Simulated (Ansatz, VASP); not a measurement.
# Two plane-wave programs on MoH4

```xyz
5
Lattice="2.8565 0.0000 0.0000 -1.4282 2.4738 0.0000 0.0000 0.0000 5.1831" Properties=species:S:1:pos:R:3 pbc="T T T"
H     0.0000    1.6492    1.1313
H     0.0000    1.6492    4.0518
H     1.4282    0.8246    1.1313
H     1.4282    0.8246    4.0518
Mo    0.0000    0.0000    0.0000
```

Change from the starting cell: ordered vacancies on the cation sites of aluminium diboride (P6/mmm, No. 191).

Alike in both runs: functional PBE; k mesh 18 × 18 × 8; occupations gaussian, width 0.1 eV; no spin polarisation.

Ansatz relaxed the structure, and its values are those at the end. VASP's run is a single point on that final structure, the one shown.

|  | VASP | Ansatz |
| --- | --- | --- |
| version | VASP 6.6.1 | Ansatz 0.2.0 |
| potentials or method | VASP PAW PBE potentials, release 64 (H, Mo_sv) | scalar-relativistic, plane waves, PAW |
| plane-wave cutoff (eV) | 520 | 420 |
| valence electrons in the cell | 18 | 18 |

|  | VASP | Ansatz | Ansatz less VASP |
| --- | --- | --- | --- |
| gap on the k mesh at the Fermi level (eV) | none | none | - |
| pressure (GPa) | 0.0 | 0.0 | +0.04 |

A gap of «none» marks a metal or a gap that the smearing closes. The functional is the same, so the differences come from potentials, cutoffs and numerics.
